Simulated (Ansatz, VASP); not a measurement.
**Two plane-wave programs on Ru**

```
Ru
1.0
     2.65103    0.00000    0.00000
    -1.32552    2.29586    0.00000
     0.00000    0.00000    4.19523
Ru
2
Direct
  0.33333 0.66667 0.25000
  0.66667 0.33333 0.75000
```

Change from the starting cell: volume scaled by 0.9405, PAW files.

Alike in both runs: task electric field gradients; functional PBEsol; k mesh 14 × 14 × 8; occupations fermi-dirac, width 0.03 eV; no spin polarisation.

|  | VASP | Ansatz |
| --- | --- | --- |
| version | VASP 6.6.1 | Ansatz 0.2.0 |
| potentials or method | VASP PAW PBE potentials, release 64 (Ru_pv) | PAW with Ansatz's default frozen-core files, scalar-relativistic |
| plane-wave cutoff (eV) | 520 | 420 |
| valence electrons in the cell | 28 | 32 |

|  | VASP | Ansatz | Ansatz less VASP |
| --- | --- | --- | --- |
| pressure (GPa) | 16.4 | 16.4 | -0.02 |
| largest component of the traceless stress (GPa) | 0.61 | 0.64 | +0.029 |
| Vzz of the field gradient on the site that differs most (V/Å²) | -15.1 | -10.8 | +4.29 |

The two sets of potentials don't hold the same shells in valence. Ansatz warned: «gradients_without_spin_orbit».

Caveats: so large a pressure means that the cell lies far from this level's equilibrium, or that cutoff or potentials fall short (VASP); the potentials were made for another functional, which shifts forces and pressure (VASP).
